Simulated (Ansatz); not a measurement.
# Sb8H: the cost of one run

Program: Ansatz 0.2.0. Level of theory: DFT PBE, scalar-relativistic, plane waves, PAW, and further levels as typed in the inputs. These are calculated values, not measurements.

### 1 The starting structure

Symmetry: P1, No. 1, triclinic system. Conventional cell: a = 4.308 Å, b = 4.308 Å, c = 28.783 Å, α = 90.00°, β = 90.00°, γ = 120.00°. Around Sb (site symmetry 1) lie 3 Sb at 2.91 Å. Sb (site symmetry 1) has 1 H at 2.69 Å and 3 Sb at 2.91 Å as nearest neighbours. Around Sb (site symmetry 1) lie 2 H at 2.31 to 2.36 Å. Only part of the 9 independent sites is listed.

As a file:

```xyz
9
Lattice="4.3084 0.0000 0.0000 -2.1542 3.7312 0.0000 0.0000 0.0000 28.7832" Properties=species:S:1:pos:R:3 pbc="T T T"
Sb    2.1542    1.2437    8.0000
Sb    0.0000    0.0000    9.5092
Sb    0.0000    2.4875   11.7580
Sb    2.1542    1.2437   13.2672
Sb    0.0000    0.0000   15.5160
Sb    0.0000    2.4875   17.0252
Sb    2.1542    1.2437   19.2740
Sb    0.0000    0.0000   20.7832
H     2.1842    0.0500   21.6832
```

### 2 Relaxing the atoms: Sb8H slab, no spin

Input file input.yaml:

```yaml
crystal:
  lattice:
    - [4.3084, 0.0, 0.0]
    - [-2.1542, 3.7311838497, 0.0]
    - [0.0, 0.0, 28.7832128]
  atoms:
    - { symbol: Sb, position: [0.6666666667, 0.3333333333, 0.2779397858] }
    - { symbol: Sb, position: [0.0, 0.0, 0.3303735711] }
    - { symbol: Sb, position: [0.3333333333, 0.6666666667, 0.4085020002] }
    - { symbol: Sb, position: [0.6666666667, 0.3333333333, 0.4609357855] }
    - { symbol: Sb, position: [0.0, 0.0, 0.5390642145] }
    - { symbol: Sb, position: [0.3333333333, 0.6666666667, 0.5914979998] }
    - { symbol: Sb, position: [0.6666666667, 0.3333333333, 0.6696264289] }
    - { symbol: Sb, position: [0.0, 0.0, 0.7220602142] }
    - { symbol: H, position: [0.5136634281, 0.0134005726, 0.7533284401] }
scf:
  occupations: { method: gaussian, width: 0.05 }
output:
  forces: true
  write_density: true
  write_potential: true
  elf: true
  volumetric_format: npy
hamiltonian:
  xc: pbe
kpoints:
  mp_grid: { grid: [10, 10, 1] }
efield:
  axis: 3
  dipole_correction: true
relax:
  f_tol: 0.01
  max_steps: 80
  constraints: [{ sites: [0, 1] }]
```

Started as:

```sh
ansatz run input.yaml --threads 8 --pin off --max-ram 12288MiB --backend cpu --events-out ev --progress --plain --runs-dir out
```

Q: Estimate wall time and peak memory on 8 threads of Arm Neoverse V2, shared host.

About 3.6 min, with a peak of 2.7 GiB.
